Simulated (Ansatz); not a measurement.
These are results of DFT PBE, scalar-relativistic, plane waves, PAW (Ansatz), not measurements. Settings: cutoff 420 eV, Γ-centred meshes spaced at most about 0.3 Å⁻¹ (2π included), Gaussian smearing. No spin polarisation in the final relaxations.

All energies are static (0 K, no zero-point motion).

Compare these two cells of HfSi₂O₆, each relaxed at this level.

A.

```xyz
9
Lattice="2.6073 -4.9496 0.0000 2.6073 4.9496 0.0000 0.0000 0.0000 6.0191" Properties=species:S:1:pos:R:3 pbc="T T T"
Hf    2.6073    0.0000    3.0096
Si    1.3037    2.4748    5.0818
Si    1.3037   -2.4748    0.9373
O     2.6073    2.7376    0.0000
O     1.5324   -1.1599    1.8735
O     1.5324    1.1599    4.1456
O     2.6073   -2.7376    0.0000
O     3.6822    1.1599    1.8735
O     3.6822   -1.1599    4.1456
```

B.

```xyz
9
Lattice="-1.6850 1.6850 7.2352 1.6850 -1.6850 7.2352 1.6850 1.6850 -7.2352" Properties=species:S:1:pos:R:3 pbc="T T T"
Hf    0.0000    0.0000    7.2352
Si    0.0000    0.0000   12.0030
Si    0.0000    0.0000    2.4673
O     1.6850    0.0000    5.9028
O     1.6850    0.0000    1.3324
O     0.0000    1.6850    3.6176
O     0.0000    1.6850    1.3324
O     1.6850    0.0000    3.6176
O     0.0000    1.6850    5.9028
```

Problem. Which would you expect to be lower, and how large is the difference?

Solution. A is lower, by 0.94 eV/atom. A has space group C222 (No. 21), 17.3 Å³/atom and a gap of 4.94 eV on its mesh; B has Hf and Si ordered on fluorite sites, space group I4/mmm (No. 139), 9.1 Å³/atom and a gap of 0.38 eV. Counting O atoms around Hf and Si (those within 1.25 times the shortest such distance or 1.15 times the sum of covalent radii, 1.27 where that leaves under three), A has Hf 4, Si 4 and B has Hf 8, Si 8. The lower one is the more open, so pressure narrows the difference. Both come from invented guesses. A third cell relaxed alike, in C2, lies 7 meV/atom below the lower of the two; the C222 cell fell into it when its atoms were moved at random.

These runs have no spin–orbit coupling, which can matter for Hf. Kohn–Sham gaps at this level usually fall short of measured ones. Cells relaxed within their symmetry can be saddle points; a later kick test found a lower structure for HfSi2O6 C222.

The energy difference is mainly a matter of silicon's coordination. In A, silicon keeps the tetrahedral surroundings it has in ordinary silicates, with short, strongly covalent Si–O bonds. The fluorite arrangement in B forces eight oxygens around an ion too small for them, so the Si–O bonds are stretched while the oxygens crowd one another. Eightfold coordination suits the larger Hf⁴⁺, as in hafnon, but that gain evidently doesn't repay the cost at silicon.

The gaps fit this picture: the weakened Si–O bonding in B probably lowers the antibonding Si states, while O–O overlap broadens the O 2p valence band.

A is nonetheless a compromise, since fourfold coordination is unusually low for hafnium in an oxide. This suggests that a structure combining tetrahedral silicon with more highly coordinated hafnium could lie lower still. The ordering of these cells also says nothing about stability against separation into hafnon and silica.
